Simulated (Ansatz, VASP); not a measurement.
GaN: VASP beside Ansatz

INCAR

```
ALGO = Normal ; EDIFF = 1E-6
ENCUT = 520 ; GGA = PE
ISIF = 2 ; ISMEAR = 0
LASPH = True ; LCHARG = False
LREAL = False ; LWAVE = False
NBANDS = 16 ; NELM = 100
PREC = Accurate ; SIGMA = 0.05
```

Contents of KPOINTS:

```
k-points
0
Gamma
  14 14 14
```

POSCAR

```
GaN
1.0
    0.0000000000      2.1032064750      2.1032064750
    2.1032064750      0.0000000000      2.1032064750
    2.1032064750      2.1032064750      0.0000000000
Ga N
1 1
Direct
    0.0000000000      0.0000000000      0.0000000000
    0.5000000000      0.5000000000      0.5000000000
```

Input for Ansatz:

```yaml
crystal:
  lattice:
    - [0.0, 2.103206475, 2.103206475]
    - [2.103206475, 0.0, 2.103206475]
    - [2.103206475, 2.103206475, 0.0]
  atoms:
    - { symbol: Ga, position: [0.0, 0.0, 0.0] }
    - { symbol: "N", position: [0.5, 0.5, 0.5] }
basis:
  ecutwfc: 420
kpoints:
  mp_grid: { grid: [14, 14, 14] }
hamiltonian:
  xc: pbe
scf:
  occupations: { method: gaussian, width: 0.05 }
output:
  forces: true
  stress: true
  eigenvalues: true
```

Change from the starting cell: strain -0.015 along x and y, -0.015 along z, atoms carried along.

Alike in both runs: task single point; functional PBE; k mesh 14 × 14 × 14; occupations gaussian, width 0.05 eV; no spin polarisation.

```csv
,VASP,Ansatz
version,VASP 6.6.1,Ansatz 0.2.0
potentials or method,"VASP PAW PBE potentials, release 64 (Ga_d, N)","scalar-relativistic, plane waves, PAW"
plane-wave cutoff (eV),520,420
valence electrons in the cell,18,18
```

|  | VASP | Ansatz | Ansatz less VASP |
| --- | --- | --- | --- |
| gap on the k mesh at the Fermi level (eV) | 0.68 | 0.69 | +0.010 |
| least direct gap on the mesh (eV) | 2.93 | 2.93 | -0.004 |
| pressure (GPa) | 11.0 | 10.1 | -0.87 |

A k mesh can miss the band edges.
